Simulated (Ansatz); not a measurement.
Rock-salt NaBr, treated with r²SCAN50 (Ansatz, a quantum-chemistry and plane-wave program, PAW).

Run with plane-wave cutoff 520 eV, 8×8×8 k mesh, Fermi–Dirac smearing 0.01 eV, scalar-relativistic PAW data made under PBE.

Cell (relaxed at this level):

```
NaBr
1.0
    0.00000     2.95749     2.95749
    2.95749     0.00000     2.95749
    2.95749     2.95749     0.00000
Na Br
1 1
Direct
  0.00000   0.00000   0.00000
  0.50000   0.50000   0.50000
```

Q: Estimate the bulk modulus, band gap, width of the whole s-p valence band and pressure derivative B′ of the bulk modulus that the calculation returns.

A: 
- bulk modulus = 22.9 GPa
- band gap = 8.21 eV (on the SCF k mesh) (direct)
- width of the whole s-p valence band = 15.26 eV
- pressure derivative B′ of the bulk modulus = 4.7

Measured, for comparison: band gap 7.1 eV (temperature not stated, not corrected to a static lattice; as tabulated in Aguado et al. (1998), arXiv:cond-mat/9809176); bulk modulus 22.6 GPa (4 K, zero-point motion not removed; as tabulated in Doll and Stoll (1998), arXiv:cond-mat/9801031). Computed (rounded) less measured: bulk modulus +1 %.

Spin–orbit coupling is not included.

It cost very roughly 11 core-minutes of CPU time.
